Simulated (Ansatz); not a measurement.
Input and command of a plane-wave DFT calculation in Ansatz:

```yaml
crystal:
  lattice:
    - [5.7530335901, 0.0, 0.0]
    - [0.0, 5.7530335901, 0.0]
    - [0.0, 0.0, 5.7530335901]
  atoms:
    - { symbol: Sr, position: [0.0, 0.0, 0.0] }
    - { symbol: Cl, position: [0.5, 0.0, 0.0] }
    - { symbol: Cl, position: [0.0, 0.5, 0.0] }
    - { symbol: Cl, position: [0.0, 0.0, 0.5] }
basis:
  ecutwfc: 420
kpoints:
  mp_grid: { grid: [8, 8, 8] }
hamiltonian:
  xc: pbe
scf:
  occupations: { method: gaussian, width: 0.1 }
output:
  forces: true
  stress: true
  eigenvalues: true
  write_density: true
  write_potential: true
  elf: true
  volumetric_format: npy
relax:
  adjacent_minimum: "off"
  f_tol: 0.01
  max_steps: 80
  cell: { stress_tol: 0.05 }
```

```bash
ansatz run input.yaml --threads 1 --pin off --max-ram 2560MiB --backend cpu --events-out ev --progress --plain --runs-dir out
```

Processor: Arm Neoverse V1, 1 thread, on a host shared with other jobs.

Question: Estimate time, memory and problem size.

Answer: About 27 s on 1 thread of Arm Neoverse V1, with other jobs on the host, peak memory 0.44 GiB. It solves 20 bands at 35 k points (the mesh reduced by the symmetry that the task leaves, which can be less than the crystal's) with about 3743 plane waves (on the last cell), in 16 SCF iterations over 3 ionic steps.
